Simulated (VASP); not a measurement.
# Nd (Im-3m) in VASP: further runs, part 2 of 2

VASP 6.6.1.

### Step 4. Single point, PBE, collinear spin, ferromagnetic start

File INCAR:

```
SYSTEM = Nd
  ADDGRID = .True.
  ALGO = Normal
  EDIFF = 1E-6
  ENCUT = 460
  GGA = PE
  ISIF = 2
  ISMEAR = -1
  ISPIN = 2
  LASPH = .True.
  LCHARG = .False.
  LMAXMIX = 6
  LORBIT = 11
  LREAL = .False.
  LWAVE = .False.
  MAGMOM = 3
  NBANDS = 16
  NELM = 100
  PREC = Accurate
  SIGMA = 0.1
```

File KPOINTS:

```
k-points
0
Gamma
  5 5 5
  0 0 0
```

File POSCAR:

```
Nd
1.0
   -2.0754700287      2.0754700287      2.0754700287
    2.0754700287     -2.0754700287      2.0754700287
    2.0754700287      2.0754700287     -2.0754700287
Nd
1
Direct
    0.0000000000      0.0000000000      0.0000000000
```

Potentials or basis: VASP PAW PBE potentials, release 64 (Nd_3), 4f in core.

The run is started by

```
cat potpaw_PBE.64/Nd_3/POTCAR > POTCAR
mpirun -np 1 vasp_std > vasp.out
```

OUTCAR:

```text
SYSTEM = Nd
   EDIFF = 1E-6
   ENCUT = 460
   GGA = PE
   ISIF = 2
   ISMEAR = -1
   ISPIN = 2
   LASPH = .True.
   LORBIT = 11
   LREAL = .False.
   NELM = 100
   PREC = Accurate

 Found     10 irreducible k-points:

 Following reciprocal coordinates:
            Coordinates               Weight
  0.000000  0.000000  0.000000      1.000000
  0.200000  0.000000  0.000000     12.000000
  0.400000  0.000000  0.000000     12.000000
  0.200000  0.200000  0.000000     24.000000
  0.400000  0.200000  0.000000     24.000000
  0.200000  0.200000  0.200000      8.000000
   k-points           NKPTS =     10   k-points in BZ     NKDIM =     10   number of bands    NBANDS=     16
   number of dos      NEDOS =    301   number of ions     NIONS =      1
   total plane-waves  NPLWV =  21952
   dimension x,y,z NGX =    28 NGY =   28 NGZ =   28
   dimension x,y,z NGXF=    56 NGYF=   56 NGZF=   56
   ions per type =               1
   NGX,Y,Z   is equivalent  to a cutoff of  12.95, 12.95, 12.95 a.u.
   NGXF,Y,Z  is equivalent  to a cutoff of  25.90, 25.90, 25.90 a.u.
 SYSTEM =  Nd
   PREC   = accura    normal or accurate (medium, high low for compatibility)
   ISTART =      0    job   : 0-new  1-cont  2-samecut
   ICHARG =      2    charge: 1-file 2-atom 10-const
   ISPIN  =      2    spin polarized calculation?
   LNONCOLLINEAR =      F non collinear calculations
[... 164 lines left out ...]
      6       3.0056      0.96491
[... 8 lines left out ...]
     15      19.5220      0.00000
     16      20.6799      0.00000

 [... further k-points ...]

 spin component 2

 k-point     1 :       0.0000    0.0000    0.0000
  band No.  band energies     occupation
      1     -34.5989      1.00000
      2     -15.2103      1.00000
      3     -15.2103      1.00000
      4     -15.2103      1.00000
      5      -0.3287      1.00000
      6       5.0010      0.00000
[... 91 lines left out ...]
      3     -15.5398      1.00000
      4     -15.5398      1.00000
      5       3.4816      0.19063
      6       3.4816      0.19063
[... 8 lines left out ...]
     15      20.0597      0.00000
     16      21.2256      0.00000

 [... further k-points ...]
[... 5 lines left out ...]
  --------------------------------------------------------------------------------------
  -------------------------------------------------------------------------------------
  Total        0.1221897      0.1221897      0.1221897      0.0000000      0.0000000      0.0000000
  in kB        5.4743920      5.4743920      5.4743920      0.0000000      0.0000000      0.0000000
  external PRESSURE =       5.4743920 kB  Pullay stress =       0.0000000 kB

 VOLUME and BASIS-vectors are now :
 -----------------------------------------------------------------------------
  energy-cutoff  :      460.00
  volume of cell :       35.76
      direct lattice vectors                 reciprocal lattice vectors
    -2.075470029  2.075470029  2.075470029     0.000000000  0.240909285  0.240909285
     2.075470029 -2.075470029  2.075470029     0.240909285  0.000000000  0.240909285
     2.075470029  2.075470029 -2.075470029     0.240909285  0.240909285  0.000000000

 POSITION                                       TOTAL-FORCE (eV/Angst)
 -----------------------------------------------------------------------------------
      0.00000      0.00000      0.00000        -0.000000      0.000000      0.000000
 -----------------------------------------------------------------------------------
    total drift:                               -0.000000     -0.000000      0.000000

  FREE ENERGIE OF THE ION-ELECTRON SYSTEM (eV)
  ---------------------------------------------------
  free  energy   TOTEN  =        -4.5915366664 eV

  energy  without entropy=       -4.5286265073  energy(sigma->0) =       -4.56008159

 total charge

# of ion       s       p       d       tot
------------------------------------------
    1        2.152   5.779   0.945   8.876

 magnetization (x)

# of ion       s       p       d       tot
------------------------------------------
    1        0.005   0.023   0.289   0.316
```

OSZICAR:

```text
N       E                     dE             d eps       ncg     rms          rms(c)
DAV:   1     0.677761479716E+02    0.67776E+02   -0.47429E+03   640   0.578E+02
DAV:   2    -0.215935248239E+01   -0.69936E+02   -0.67348E+02   848   0.163E+02
DAV:   3    -0.381371893113E+01   -0.16544E+01   -0.16453E+01   784   0.225E+01
DAV:   4    -0.383610885059E+01   -0.22390E-01   -0.22381E-01   824   0.248E+00
DAV:   5    -0.383657304087E+01   -0.46419E-03   -0.46419E-03   752   0.278E-01    0.924E+00
DAV:   6    -0.457561523325E+01   -0.73904E+00   -0.23434E-01   736   0.308E+00    0.325E+00
DAV:   7    -0.460151732773E+01   -0.25902E-01   -0.63794E-02   752   0.162E+00    0.134E+00
DAV:   8    -0.459625315664E+01    0.52642E-02   -0.28337E-02   816   0.980E-01    0.459E-01
DAV:   9    -0.459177443527E+01    0.44787E-02   -0.43472E-03   912   0.311E-01    0.137E-01
DAV:  10    -0.459153175533E+01    0.24268E-03   -0.44862E-04   792   0.144E-01    0.626E-02
DAV:  11    -0.459155073079E+01   -0.18975E-04   -0.99908E-05   856   0.595E-02    0.226E-02
DAV:  12    -0.459153887540E+01    0.11855E-04   -0.11250E-05   840   0.194E-02    0.778E-03
DAV:  13    -0.459153718531E+01    0.16901E-05   -0.79722E-07   776   0.550E-03    0.203E-03
DAV:  14    -0.459153666636E+01    0.51895E-06   -0.23320E-07   376   0.310E-03
   1 F= -.45915367E+01 E0= -.45600816E+01  d E =-.629102E-01  mag=     0.6877
```

Wall time 32 s (1 thread of Intel Xeon Platinum 8488C (Sapphire Rapids), shared host); peak memory 0.28 GiB.

These settings aren't checked as converged: the numbers below hold their error.

What came out:

| Item | Value |
| --- | --- |
| Free energy | -4.5915 eV |
| Pressure | 0.5 GPa |
| Band gap on the k mesh | none (metal or under the smearing width) |
| Net moment | 0.69 μB per cell |
| Site moments | Nd +0.32 μB |
| Valence electrons inside the program's atomic spheres | Nd 8.88 |

Caveat: the k mesh is coarse (spacing up to 0.43 Å⁻¹), so the values aren't converged; the magnetic or orbital state may not be the lowest; spin-orbit coupling is left out, which moves the levels of the heavy elements; the 4f electrons are frozen in the core as for a trivalent ion, so they carry no moment and show no levels.

### Step 5. Single point, PBE, collinear spin, ferromagnetic start

Changes to INCAR since step 4:

```diff
@@ -1,3 +1,3 @@
 SYSTEM = Nd
-  ADDGRID = .True.
+  ADDGRID = .False.
   ALGO = Normal
@@ -9,3 +9,3 @@
   ISPIN = 2
-  LASPH = .True.
+  LASPH = .False.
   LCHARG = .False.
```

KPOINTS is that of step 4.

POSCAR is that of step 4.

The run is started by

```
cat potpaw_PBE.64/Nd_3/POTCAR > POTCAR
mpirun -np 1 vasp_std > vasp.out
```

Run time: 12 s. Hardware: 1 thread of Intel Xeon Platinum 8488C (Sapphire Rapids), shared host; peak memory 0.17 GiB.

These settings aren't checked as converged: the numbers below hold their error.

Results:

| Property | Result |
| --- | --- |
| Free energy | -4.5916 eV |
| Pressure | 0.5 GPa |
| Band gap on the k mesh | none (metal or under the smearing width) |
| Net moment | 0.69 μB per cell |
| Site moments | Nd +0.32 μB |
| Valence electrons inside the program's atomic spheres | Nd 8.88 |

Caveat: the k mesh is coarse (spacing up to 0.43 Å⁻¹), so the values aren't converged; the magnetic or orbital state may not be the lowest; spin-orbit coupling is left out, which moves the levels of the heavy elements; the 4f electrons are frozen in the core as for a trivalent ion, so they carry no moment and show no levels.

### Step 6. Single point, PBE, collinear spin, ferromagnetic start

File INCAR:

```
SYSTEM = Nd
  ADDGRID = .False.
  ALGO = Normal
  EDIFF = 1E-4
  ENCUT = 460
  GGA = PE
  ISIF = 2
  ISMEAR = -1
  ISPIN = 2
  LASPH = .True.
  LCHARG = .False.
  LMAXMIX = 6
  LORBIT = 11
  LREAL = Auto
  LWAVE = .False.
  MAGMOM = 3
  NBANDS = 16
  NELM = 100
  PREC = Normal
  SIGMA = 0.1
```

KPOINTS is that of step 5.

POSCAR is that of step 5.

Potentials or basis: VASP PAW PBE potentials, release 64 (Nd_3), 4f in core.

The run is started by

```
cat potpaw_PBE.64/Nd_3/POTCAR > POTCAR
mpirun -np 1 vasp_std > vasp.out
```

It took 7 s on 1 thread of Intel Xeon Platinum 8488C (Sapphire Rapids), shared host; peak memory 0.13 GiB.

These settings aren't checked as converged: the numbers below hold their error.

Results:

```yaml
Free_energy: -4.5912 eV
Pressure: 0.5 GPa
Band_gap_on_the_k_mesh: none (metal or under the smearing width)
Net_moment: 0.69 μB per cell
Site_moments: Nd +0.32 μB
Valence_electrons_inside_the_program's_atomic_spheres: Nd 8.88
```

Caveat: the k mesh is coarse (spacing up to 0.43 Å⁻¹), so the values aren't converged; the magnetic or orbital state may not be the lowest; spin-orbit coupling is left out, which moves the levels of the heavy elements; the 4f electrons are frozen in the core as for a trivalent ion, so they carry no moment and show no levels.

### Step 7. The reference run

An earlier run on the cell as given: functional PBE; potentials or basis VASP PAW PBE potentials, release 64 (Nd); cutoff 520 eV; k mesh 9 × 9 × 9; occupations fermi-dirac, width 0.05 eV; collinear spin, ferromagnetic start; starting moments [3.0] μB.

- Pressure: -0.1 GPa
- Band gap on the k mesh: none (metal or under the smearing width)
- Net moment: 4.08 μB per cell
- Site moments: Nd +3.37 μB
- Valence electrons inside the program's atomic spheres: Nd 11.23
